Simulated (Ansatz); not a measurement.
Ag in Ansatz: the effect of functional

Ag:

```
CELL_PARAMETERS angstrom
0.00000 2.04275 2.04275
2.04275 0.00000 2.04275
2.04275 2.04275 0.00000
ATOMIC_POSITIONS crystal
Ag 0.00000 0.00000 0.00000
```

Alike in all runs:

```yaml
Program: Ansatz 0.2.0
Task: projected density of states
Potentials_or_basis: Ansatz PAW
k_mesh: 6 × 6 × 6
Occupations: fermi-dirac, width 0.05 eV
Spin: no spin polarisation
```

```csv
functional,cutoff,pressure (GPa)
LDA,420 eV (not typed: the program's choice for these potentials),-6.5
PBE,420 eV (not typed: the program's choice for these potentials),5.5
PBEsol,420 eV (not typed: the program's choice for these potentials),-1.8
RPBE,420 eV (not typed: the program's choice for these potentials),?
revPBE,420 eV (not typed: the program's choice for these potentials),8.4
BLYP,420 eV (not typed: the program's choice for these potentials),13.0
r2SCAN,500 eV (not typed: the program's choice for these potentials),2.3
HSE06,420 eV (not typed: the program's choice for these potentials),4.7
PBE0,420 eV (not typed: the program's choice for these potentials),4.6
r2SCAN0,500 eV (not typed: the program's choice for these potentials),3.0
```

Q: What does the run with functional RPBE give?

A: Pressure 9.6 GPa.

Caveats: all runs use coarse meshes; the PAW data sets come from PBE, with cores solved anew for the run's functional, which leaves a small shift of forces and pressure (some runs); the thresholds are loose for stress (some runs).
